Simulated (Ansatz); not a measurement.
Calculated field gradients at the nuclei for GeS

The cell is a computed structure from the Materials Project (it need not be an observed phase), ions relaxed with PBE at fixed cell.

Space group Pnma (No. 62); a = 10.7808, b = 3.6031, c = 4.5231 Å.

| site | Wyckoff | site symmetry | x | y | z |
| --- | --- | --- | --- | --- | --- |
| Ge | 4c | .m. | 0.8745 | 0.2500 | 0.3582 |
| S | 4c | .m. | 0.6532 | 0.2500 | 0.4990 |

One atom of each set is listed.

Computed with Ansatz: DFT, PBE, plane waves and PAW, scalar-relativistic, 420 eV cutoff, Γ-centred 3×9×7 k-points, Fermi–Dirac smearing 0.01 eV.

C_Q = eQV_zz/h, which is 24.18 MHz for Q = 1 b and V_zz = 10²¹ V/m²; η = (V_xx − V_yy)/V_zz.

73Ge: I = 9/2, Q = -196.0 mb; 33S: I = 3/2, Q = -69.40 mb. Quadrupole moments are those of Pyykkö's year-2017 table.

```tsv
site	atoms	first shell	V_zz (10²¹ V/m²)	η	C_Q (MHz)
Ge	4	3 S at 2.44–2.47 Å	-7.84	0.30	37.1
S	4	3 Ge at 2.44–2.47 Å	-5.97	0.15	10.0
```

At Ge and S V_zz stands upright on the plane through its three neighbours (within 11°) in each case.

The relaxation (4 steps) took 3 min of wall time (3 min of CPU time) and 0.58 GiB at its peak, on 1 thread of Arm Neoverse N1 (aarch64; 36 cores open to the job, memory cap 3.0 GiB, no GPU), a shared host with a load of 0.9 a core.
